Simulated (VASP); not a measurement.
# GaN in VASP: how settings move the PBE single point

The PBE single point of GaN (rocksalt), under -6.0 % strain along x alone is repeated with altered inputs. Which of them can be trusted? This is a trial cell built on a prototype, not taken from a measured structure, and it needn't be the compound's ground state.

The runs shown are made with VASP 6.6.1. PAW datasets, plane waves. (Calculated; spin-unpolarised; the phase may be known or hypothetical.)

**1. The system as given**

The cell comes from an earlier relaxation with r2SCAN in another program, then strained, with the atoms relaxed again.

It is tetragonal, I4/mmm (No. 139); conventional cell a = 2.982 Å, c = 3.965 Å, 8.81 Å³ an atom. Ga has 6 N at 1.98–2.11 Å; N has 6 Ga at 1.98–2.11 Å.

The structure in full:

```xyz
2
Lattice="0.0000 2.1085 2.1085 1.9826 0.0000 2.1085 1.9826 2.1085 0.0000" Properties=species:S:1:pos:R:3 pbc="T T T"
Ga    0.0000    0.0000    0.0000
N     1.9826    2.1085    2.1085
```

**2. Baseline**

The input, INCAR:

```
ENCUT = 520.000000
SIGMA = 0.020000
EDIFF = 1.00e-07
GGA = PE
PREC = Accurate
IBRION = -1
ISIF = 2
ISMEAR = -1
NBANDS = 16
NELM = 120
NSW = 0
LASPH = .TRUE.
LCHARG = .TRUE.
LELF = .TRUE.
LWAVE = .FALSE.
LREAL = .FALSE.
```

The input, KPOINTS:

```
KPOINTS created by Atomic Simulation Environment
0
Gamma
10 10 10
0 0 0
```

The input, POSCAR:

```
Ga N
 1.0000000000000000
     0.0000000000000000    2.1085152378999998    2.1085152378999998
     1.9826368781999999    0.0000000000000000    2.1085152378999998
     1.9826368781999999    2.1085152378999998    0.0000000000000000
 Ga  N
   1   1
Cartesian
  0.0000000000000000  0.0000000000000000  0.0000000000000000
  1.9826368781999999  2.1085152378999998  2.1085152378999998
```

A file KPOINTS_OPT adds named points for the levels; it doesn't enter the self-consistent loop.

Potentials: the recommended PBE PAW datasets, 18 valence electrons.

On the command line:

```console
$ mpirun -np 1 vasp_std
```

**3. Altered input 1**

The input, INCAR:

```
ENCUT = 520.000000
SIGMA = 0.020000
EDIFF = 1.00e-07
GGA = PE
PREC = Accurate
IBRION = -1
ISIF = 2
ISMEAR = -1
NBANDS = 16
NSW = 0
LCHARG = .FALSE.
LWAVE = .FALSE.
LREAL = .FALSE.
LASPH = .FALSE.
ALGO = Fast
NELM = 55
```

The input, KPOINTS:

```
KPOINTS created by Atomic Simulation Environment
0
Gamma
5 5 5
0 0 0
```

POSCAR is that of step 2.

**4. Altered input 2**

The input, INCAR:

```
ENCUT = 520.000000
SIGMA = 0.020000
GGA = PE
PREC = Accurate
IBRION = -1
ISIF = 2
ISMEAR = -1
NSW = 0
LASPH = .TRUE.
LCHARG = .FALSE.
LWAVE = .FALSE.
LREAL = .FALSE.
NBANDS = 13
ALGO = All
EDIFF = 1e-05
NELM = 82
```

KPOINTS is that of step 2.

POSCAR is that of step 2.

**5. Altered input 3**

The input, INCAR:

```
ENCUT = 520.000000
SIGMA = 0.020000
GGA = PE
PREC = Accurate
IBRION = -1
ISIF = 2
ISMEAR = -1
NBANDS = 16
NELM = 120
NSW = 0
LASPH = .TRUE.
LCHARG = .FALSE.
LWAVE = .FALSE.
LREAL = .FALSE.
EDIFF = 1e-05
```

The input, KPOINTS:

```
KPOINTS created by Atomic Simulation Environment
0
Gamma
12 12 12
0 0 0
```

POSCAR is that of step 2.

Q: Predict the outcome of this session. Wanted: for each run, changed; ending; energy change; pressure; electronic steps; usable.

As calculated:

| run | changed | ending | energy change (meV/atom) | pressure (GPa) | gap on the mesh (eV; negative: overlap) | electronic steps | time | usable |
| --- | --- | --- | --- | --- | --- | --- | --- | --- |
| ref. | – | converged | 0 | 28.4 | 0.65 | 13 | 24 s | yes |
| 1 | LASPH = .FALSE., ALGO = Fast, NELM = 55, mesh 5×5×5 | converged | 18.8 | 28.1 | 1.58 | 14 | 8.5 s | no |
| 2 | NBANDS = 13, ALGO = All, EDIFF = 1e-05, NELM = 82 | converged | 0.0 | 28.4 | 0.65 | 15 | 23 s | yes |
| 3 | EDIFF = 1e-05, mesh 12×12×12 | converged | -0.1 | 28.6 | 0.66 | 11 | 30 s | yes |

**Reading.** Of 3 altered inputs, 1 ended normally on a faulty or unsound input, 2 gave usable results. Among the usable ones with comparable energies, «EDIFF = 1e-05, mesh 12×12×12» moves the energy most, by -0.1 meV/atom.
